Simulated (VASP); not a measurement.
# MoS₂, electric field gradients: which settings are enough?

MoS₂, R3m (no. 160), 3 atoms in the cell. PBEsol, electric field gradients; PAW potentials Mo_sv, S (PBE set). VASP 6.6.1.

Wanted: Vzz within 1 %; asymmetry within 0.03.

POSCAR:
```
MoS2
1.0
    1.5800000000      0.9122134253      6.1500000000
   -1.5800000000      0.9122134253      6.1500000000
    0.0000000000     -1.8244268506      6.1500000000
Mo S
1 2
Direct
    0.0000000000      0.0000000000      0.0000000000
    0.4170000000      0.4170000000      0.4170000000
    0.2500000000      0.2500000000      0.2500000000
```

The series start from ENCUT (eV): 400; k mesh: 6 × 6 × 6; EDIFF (eV): 1e-7; PREC: Accurate; LREAL: no; ALGO: Normal. Each series keeps the choices made before it, and each single choice may use up half of a tolerance.

## ENCUT (eV)

| ENCUT (eV) | Vzz, largest deviation against the largest value | Asymmetry, largest deviation | SCF iterations | Time (s) |
|---|---|---|---|---|
| 300 | 0.15 % | 0.000 | 15 | 8.5 |
| 350 | 0.064 % | 0.000 | 15 | 13 |
| 400 | 0.035 % | 0.000 | 15 | 18 |
| 450 | 0.0073 % | 0.000 | 15 | 24 |
| 550 | 0.021 % | 0.000 | 15 | 33 |
| 650 (reference) | 0 % | 0.000 | 15 | 41 |

Chosen: 300, the loosest value from which every tighter one stays within half of the tolerance.

## k mesh

| k mesh | Vzz, largest deviation against the largest value | Asymmetry, largest deviation | SCF iterations | Time (s) |
|---|---|---|---|---|
| 3 × 3 × 3 | 52 % | 0.000 | 16 | 4.2 |
| 4 × 4 × 4 | 0.8 % | 0.000 | 15 | 5.3 |
| 5 × 5 × 5 | 1.5 % | 0.000 | 15 | 6.7 |
| 6 × 6 × 6 | 0.7 % | 0.000 | 15 | 8.5 |
| 8 × 8 × 8 | 0.05 % | 0.000 | 15 | 14 |
| 9 × 9 × 9 (reference) | 0 % | 0.000 | 15 | 20 |

Chosen: 8 × 8 × 8.

## EDIFF (eV)

| EDIFF (eV) | Vzz, largest deviation against the largest value | Asymmetry, largest deviation | SCF iterations | Time (s) |
|---|---|---|---|---|
| 0.0001 | 0.54 % | 0.000 | 11 | 13 |
| 1e-5 | 0.014 % | 0.000 | 14 | 16 |
| 1e-6 | 0.013 % | 0.000 | 14 | 16 |
| 1e-7 | 0.0036 % | 0.000 | 15 | 14 |
| 1e-8 (reference) | 0 % | 0.000 | 17 | 18 |

Chosen: 1e-5.

## PREC

| PREC | Vzz, largest deviation against the largest value | Asymmetry, largest deviation | SCF iterations | Time (s) |
|---|---|---|---|---|
| Accurate | 0 % | 0.000 | 14 | 16 |
| Normal | 0.095 % | 0.000 | 14 | 8.7 |

Chosen: Normal, the fastest of those that stay within half of the tolerance.

## LREAL

| LREAL | Vzz, largest deviation against the largest value | Asymmetry, largest deviation | SCF iterations | Time (s) |
|---|---|---|---|---|
| no | 0 % | 0.000 | 14 | 8.7 |
| Auto | 0.0048 % | 0.000 | 14 | 16 |

Chosen: no; no other choice that stays within half of the tolerance saves 30 % of the time.

## ALGO

| ALGO | Vzz, largest deviation against the largest value | Asymmetry, largest deviation | SCF iterations | Time (s) |
|---|---|---|---|---|
| Normal | 0 % | 0.000 | 14 | 8.7 |
| Fast | 0.07 % | 0.000 | 13 | 8.9 |
| All | 0.025 % | 0.000 | 18 | 12 |

Chosen: Normal.

## All choices together

| Input | Vzz, largest deviation against the largest value | Asymmetry, largest deviation | Time (s) |
|---|---|---|---|
| defaults, on a 5 × 5 × 5 mesh (naive) | 2.4 % | 0.000 | 2.8 |
| chosen settings | 0.22 % | 0.000 | 8.7 |
| reference settings throughout | 0 % | 0.000 | 118 |

The tolerance is met.

Values of the reference run: Vzz: -83.05, -54.74, -57.07 V/A^2; Asymmetry: 0, 0, 0 asymmetry, 0 where Vzz is under 0.3 V/A^2.

## The input

INCAR:
```
SYSTEM = MoS2
  ALGO = Normal
  EDIFF = 1E-5
  ENCUT = 300
  GGA = PS
  ISMEAR = 0
  KPAR = 2
  LASPH = .True.
  LCHARG = .False.
  LEFG = .True.
  LREAL = .False.
  LWAVE = .False.
  NELM = 120
  PREC = Normal
  QUAD_EFG = -22 -67.8
  SIGMA = 0.02
```

KPOINTS:
```
Automatic mesh
0
Gamma
  8 8 8
  0 0 0
```

Commands:
```
cat potpaw_PBE.64/Mo_sv/POTCAR potpaw_PBE.64/S/POTCAR > POTCAR
mpirun -np 2 vasp_std > vasp.out
```

Limits: The S sites differ; a column by element shows the first atom in the POSCAR.

The chosen input took VASP 6.6.1 8.7 s on 2 cores (Intel Xeon 6975P-C (Granite Rapids)), a shared host.

## An input that fails: one k point for a small cell

It runs to its end, but against the unchanged starting input it is off by 503 % in the Vzz, 0.000 in the asymmetry.

k mesh: 6 × 6 × 6 becomes 1 × 1 × 1.

Changes against the starting input:
```
- KPAR = 2
```
